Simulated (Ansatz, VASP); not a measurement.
## AlN in VASP and in Ansatz

File INCAR:

```
PREC = Accurate ; ENCUT = 520
EDIFF = 1E-6 ; ISMEAR = 0
SIGMA = 0.01 ; LREAL = F
LASPH = T ; NELM = 100
ALGO = Normal ; ISIF = 2
LWAVE = F ; LCHARG = F
NBANDS = 16
```

File KPOINTS:

```
Automatic mesh
0
Gamma
  12 12 6
```

Contents of POSCAR:

```
AlN
1.0
    2.8328531146      0.0000000000      0.0000000000
   -1.4164265573      2.4533227624      0.0000000000
    0.0000000000      0.0000000000      4.8410108389
Al N
2 2
Direct
    0.0000000000      0.0000000000      0.0000000000
    0.0000000000      0.0000000000      0.5000000000
    0.3333333333      0.6666666667      0.2500000000
    0.6666666667      0.3333333333      0.7500000000
```

Input for Ansatz:

```yaml
crystal:
  lattice:
    - [2.8328531146, 0.0, 0.0]
    - [-1.4164265573, 2.4533227624, 0.0]
    - [0.0, 0.0, 4.8410108389]
  atoms:
    - { symbol: Al, position: [0.0, 0.0, 0.0] }
    - { symbol: Al, position: [0.0, 0.0, 0.5] }
    - { symbol: "N", position: [0.3333333333, 0.6666666667, 0.25] }
    - { symbol: "N", position: [0.6666666667, 0.3333333333, 0.75] }
kpoints:
  mp_grid: { grid: [12, 12, 6] }
hamiltonian:
  xc: lda
scf:
  occupations: { method: fixed }
output:
  optics: { e_range: [0, 20], de: 0.05, sigma: 0.1, bands: auto }
```

Alike in both runs: task single point; functional LDA; k mesh 12 × 12 × 6; no spin polarisation.

```csv
,VASP,Ansatz
version,VASP 6.6.1,Ansatz 0.2.0
potentials or method,"VASP PAW LDA potentials, release 64 (Al, N)","plane waves, PAW"
plane-wave cutoff (eV),520,420
occupations,"gaussian, width 0.01 eV",fixed
valence electrons in the cell,16,16
```

VASP gave:

| Quantity | Value |
| --- | --- |
| gap on the k mesh at the Fermi level (eV) | 4.82 |

Task: Estimate Ansatz's values.

Result: gap on the k mesh at the Fermi level (eV): 4.83.

A k mesh can miss the band edges. Expect the measured gap to be larger: semilocal functionals such as LDA lack the derivative discontinuity.
